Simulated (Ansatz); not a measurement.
## Ligand exchange: GaH(CH3)2 + C4H8 → GaH2(CH3) + C5H10

Species: GaH(CH3)2, singlet; C4H8 (1-butene) `C=CCC`, singlet; GaH2(CH3), singlet; C5H10 (trans-2-pentene) `C/C=C/CC`, singlet. The partners trade CH3 for H: Ga–CH3 and C–H bonds give way to Ga–H and C–CH3.

Shapes, held fixed at every level: PBE0-D4/def2-TZVP. Flexible molecules stand in one conformer, not always the lowest. Programs: Ansatz 0.2.0. Electronic energies: no zero-point or thermal term.

```json
{"level": "HF/def2-TZVPP", "kind": "Hartree–Fock", "ΔE (kJ/mol)": "+17.4", "less CCSD(T)/def2-TZVPP": "-8.4", "CPU time (sum over the molecules)": "–"}
{"level": "SPW92/def2-TZVPP", "kind": "LDA", "ΔE (kJ/mol)": "+14.9", "less CCSD(T)/def2-TZVPP": "-10.9", "CPU time (sum over the molecules)": "10 s"}
{"level": "r2SCAN-D4/def2-TZVPP", "kind": "meta-GGA", "ΔE (kJ/mol)": "+22.6", "less CCSD(T)/def2-TZVPP": "-3.2", "CPU time (sum over the molecules)": "30 s"}
{"level": "BHLYP-D4/def2-TZVPP", "kind": "global hybrid", "ΔE (kJ/mol)": "+21.2", "less CCSD(T)/def2-TZVPP": "-4.6", "CPU time (sum over the molecules)": "20 s"}
{"level": "wB97X-V/def2-TZVPP", "kind": "range-separated hybrid", "ΔE (kJ/mol)": "+20.5", "less CCSD(T)/def2-TZVPP": "-5.3", "CPU time (sum over the molecules)": "49 s"}
{"level": "CCSD(T)/def2-SVP", "kind": "coupled cluster or CI", "ΔE (kJ/mol)": "+11.2", "less CCSD(T)/def2-TZVPP": "-14.6", "CPU time (sum over the molecules)": "28 s"}
{"level": "CCSD/def2-TZVPP", "kind": "coupled cluster or CI", "ΔE (kJ/mol)": "+25.2", "less CCSD(T)/def2-TZVPP": "-0.6", "CPU time (sum over the molecules)": "–"}
{"level": "CCSD(T)/def2-TZVPP", "kind": "coupled cluster or CI", "ΔE (kJ/mol)": "+25.8", "less CCSD(T)/def2-TZVPP": "0.0", "CPU time (sum over the molecules)": "15 min"}
```

The highest level, CCSD(T)/def2-TZVPP, gives ΔE = +25.8 kJ/mol; the levels span +11.2 to +25.8. The column of differences is taken from that level and isn't an error. No measured value is set beside it here. Relativity is left out for Ga. Outer-core shells of Ga are correlated in most correlated rows, in sets that cover them unevenly. Times are processor times on shared x86 and Arm servers, and rough.

Every level makes the exchange endothermic, so trading methyl for hydrogen is uphill in electronic energy for these conformers. The likely reason is that a strong vinylic C–H bond gives way to a weaker C–C bond, and replacing Ga–C by Ga–H recovers only part of the loss. The penalty would probably be larger still if the terminal alkene did not become an internal one, which the added alkyl group stabilises through hyperconjugation.

The size of the penalty is less secure than its sign. Perturbative triples hardly matter, as CCSD lies only 0.6 kJ/mol below CCSD(T) in the same basis, whereas going from def2-SVP to def2-TZVPP raises the CCSD(T) value from +11.2 to +25.8 kJ/mol. The one-particle basis, not the excitation level, is therefore the more evident weakness, and the coupled-cluster value may not be converged. The dispersion-corrected functionals lie close together at +20.5 to +22.6 kJ/mol, but their offsets from CCSD(T) are too small against that basis shift to rank them by accuracy.
